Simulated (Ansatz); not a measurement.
BeS (h-MgO type) (it has left that coordination) (r2SCAN geometry), in Ansatz:

```
CELL_PARAMETERS angstrom
3.46216 0.00000 0.00000
-1.73108 2.99832 0.00000
0.00000 0.00000 6.99243
ATOMIC_POSITIONS crystal
Be 0.33333 0.66667 0.25000
Be 0.66667 0.33333 0.75000
S 0.66667 0.33333 0.25000
S 0.33333 0.66667 0.75000
```

G0W0@PBE with 273 empty bands, a screening cutoff of 140 eV and a 6×6×2 mesh (PAW, contour deformation) gives 5.682 eV over the mesh points, from a PBE gap of 4.160 eV; it sums over 281 bands with 271 plane waves in the screening and a wave cutoff of 420 eV. G0W0 here is at a finite number of bands, screening cutoff and k mesh, not at the basis limit. Values at 0 K without nuclear motion; spin polarisation is off, and the phase may be a hypothetical one.

Task: Estimate the gap with frequency model Godby-Needs pole.

Result: 5.668 eV (-0.014 eV), from a Kohn-Sham gap of 4.160 eV.

Task: Estimate the gap with starting point r2SCAN, with them a wave cutoff of 500 eV.

Result: 5.987 eV (+0.305 eV), from a Kohn-Sham gap of 4.685 eV.

Task: Estimate the gap with potentials of the kind norm-conserving, with them a wave cutoff of 1800 eV.

Result: 5.656 eV (-0.026 eV), from a Kohn-Sham gap of 4.164 eV.
